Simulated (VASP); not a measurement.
A run of VASP 6.6.1 is set up as follows.

INCAR

```
PREC = Accurate
ENCUT = 520
EDIFF = 1E-7
ISMEAR = 0
SIGMA = 0.03
LREAL = F
LASPH = T
NELM = 80
ALGO = Normal
ISIF = 2
LWAVE = F
LCHARG = F
GGA = PS
NBANDS = 26
ICORELEVEL = 1
```

KPOINTS

```
regular mesh
0
Gamma
  9 9 4
```

The input POSCAR:

```
CdS                                     
1.0
    4.1314642933      0.0000000000      0.0000000000
   -2.0657321467      3.5779530371      0.0000000000
   -0.0000000000      0.0000000000      6.7246185049
  Cd              S             
     2     2
Direct
     0.3333333300000021    0.6666666699999979    0.9993193368878834
     0.6666666699999979    0.3333333300000021    0.4993193368878836
     0.3333333300000021    0.6666666699999979    0.3756806631121164
     0.6666666699999979    0.3333333300000021    0.8756806631121166
```

File KPOINTS_OPT:

```
explicit points
141
Reciprocal
 0.0000000000  0.0000000000  0.0000000000 1
 0.0357142857  0.0000000000  0.0000000000 1
 0.0714285714  0.0000000000  0.0000000000 1
 0.1071428571  0.0000000000  0.0000000000 1
 0.1428571429  0.0000000000  0.0000000000 1
 0.1785714286  0.0000000000  0.0000000000 1
[... 133 lines left out ...]
 0.5000000000  0.0000000000  0.5000000000 1
 0.5000000000  0.0000000000  0.0000000000 1
```

Potentials or basis: VASP PAW PBE potentials, release 64 (Cd, S).

The run is started by

```bash
$ cat potpaw_PBE.64/Cd/POTCAR potpaw_PBE.64/S/POTCAR > POTCAR
$ mpirun -np 1 vasp_std > vasp.out
```

Task: What does it give for the pressure?

Result: 0.0 GPa.

Task: Estimate the band gap on the k mesh.

Result: 1.08 eV, direct.

Task: Predict the band gap along the path.

Result: 1.08 eV, direct.

Levels at the corners of the path, in eV from the valence-band top:
| point | band 16 | band 17 | band 18 | band 19 | band 20 | band 21 |
| --- | --- | --- | --- | --- | --- | --- |
| Γ | -0.05 | 0.00 | 0.00 | 1.08 | 2.68 | 6.38 |
| M | -1.91 | -1.33 | -0.77 | 3.63 | 3.76 | 4.97 |
| M | -1.91 | -1.33 | -0.77 | 3.63 | 3.76 | 4.97 |
| K | -1.89 | -1.89 | -1.69 | 4.50 | 5.06 | 5.06 |
| K | -1.89 | -1.89 | -1.69 | 4.50 | 5.06 | 5.06 |
| Γ | -0.05 | 0.00 | 0.00 | 1.08 | 2.68 | 6.38 |
| Γ | -0.05 | 0.00 | 0.00 | 1.08 | 2.68 | 6.38 |
| A | -0.40 | -0.40 | -0.40 | 2.75 | 2.75 | 6.07 |
| A | -0.40 | -0.40 | -0.40 | 2.75 | 2.75 | 6.07 |
| L | -1.37 | -1.36 | -1.36 | 3.35 | 3.35 | 5.27 |
| L | -1.37 | -1.36 | -1.36 | 3.35 | 3.35 | 5.27 |
| H | -2.49 | -1.14 | -1.14 | 4.29 | 4.29 | 5.97 |
| H | -2.49 | -1.14 | -1.14 | 4.29 | 4.29 | 5.97 |
| A | -0.40 | -0.40 | -0.40 | 2.75 | 2.75 | 6.07 |
| L | -1.37 | -1.36 | -1.36 | 3.35 | 3.35 | 5.27 |
| M | -1.91 | -1.33 | -0.77 | 3.63 | 3.76 | 4.97 |
| K | -1.89 | -1.89 | -1.69 | 4.50 | 5.06 | 5.06 |
| H | -2.49 | -1.14 | -1.14 | 4.29 | 4.29 | 5.97 |

Caveat: the PAW data sets were made with another functional, which shifts forces and pressure a little.

**What was measured.**

From “Isotope dependence of band-gap energy”, 2008, arxiv:0807.2152, for a bulk crystal of CdS: band gap 2.5809 ± 0.0002 eV.

Against the measured gap of CdS, 2.5809 eV (quoted in “Isotope dependence of band-gap energy”, 2008, arxiv:0807.2152), the calculated 1.08 eV is off by -1.50 eV. So large a miss can be the level of theory's own, or it may mean another phase, state or a wrong row. Spin-orbit coupling on Cd is left out. The value is that of PBEsol, without temperature or zero-point motion. Semilocal functionals fall short of measured gaps as a rule.
